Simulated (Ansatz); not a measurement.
## Moving the functional in ZnSe

The structure is cubic, space group F-43m (No. 216). The conventional cell has a = 5.668 Å, b = 5.668 Å, c = 5.668 Å, α = 90.00°, β = 90.00°, γ = 90.00°. Se (site symmetry -43m) is surrounded by 4 Zn at 2.45 Å. Zn (site symmetry -43m) has 4 Se at 2.45 Å as nearest neighbours.

Kept alike: task single point; k mesh 4 × 4 × 4; occupations fermi-dirac, width 0.05 eV; no spin polarisation. Program: Ansatz, PAW datasets made for the crystal. Cutoffs run from 220 to 400 eV. The mesh is that of the run's cell of 2 atoms. No spin-orbit coupling.

| functional | band gap (eV) | pressure (GPa) |
| --- | --- | --- |
| HSE06 | 2.443 | 1.47 |
| PBE | 1.278 | 2.46 |
| PBE0 | 3.105 | 1.29 |

The k mesh is coarse, so the values aren't converged. Pressure is positive in compression, with a Pulay correction for the finite cutoff. Spin-orbit coupling, left out here, moves the band edges of heavy atoms and can close or invert small gaps. A gap read on the mesh alone can miss an edge between its points.

The band gap runs from 1.278 (PBE) to 3.105 eV (PBE0). From PBE: HSE06 +1.165; PBE0 +1.827. The pressure runs from 1.29 (PBE0) to 2.46 GPa (PBE). From PBE: HSE06 -0.99; PBE0 -1.17. A positive pressure means that the functional's own cell is larger than the one given, a negative one that it is smaller.
